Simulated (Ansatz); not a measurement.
Crystal: SrO.

```
Sr O
1.0
     3.55329    0.00000    0.00000
    -1.77664    3.07724    0.00000
     0.00000    0.00000    6.21730
Sr O
2 2
Direct
  0.66667 0.33333 0.75000
  0.33333 0.66667 0.25000
  0.00000 0.00000 0.50000
  0.00000 0.00000 0.00000
```

Measurements of this composition are mostly on another form, of space group No. 225.

Program: Ansatz 0.2.0. Alike in all runs: task band structure; potentials or basis Ansatz PAW; no spin polarisation; cell as given; k mesh 9 × 9 × 5; smearing fermi-dirac 0.05 eV.

Problem. Order these runs on this cell by their pressure, lowest first.
A. level r2SCAN; cutoff (eV) 500
B. level PBEsol; cutoff (eV) 420
C. level LDA; cutoff (eV) 420

Solution. C (-5.6 GPa), B (-2.4 GPa), A (-0.4 GPa).

Caveats: the PAW data sets come from PBE, with cores solved anew for the run's functional, which leaves a small shift of forces and pressure.

Runs at the PBE level aren't shown here.
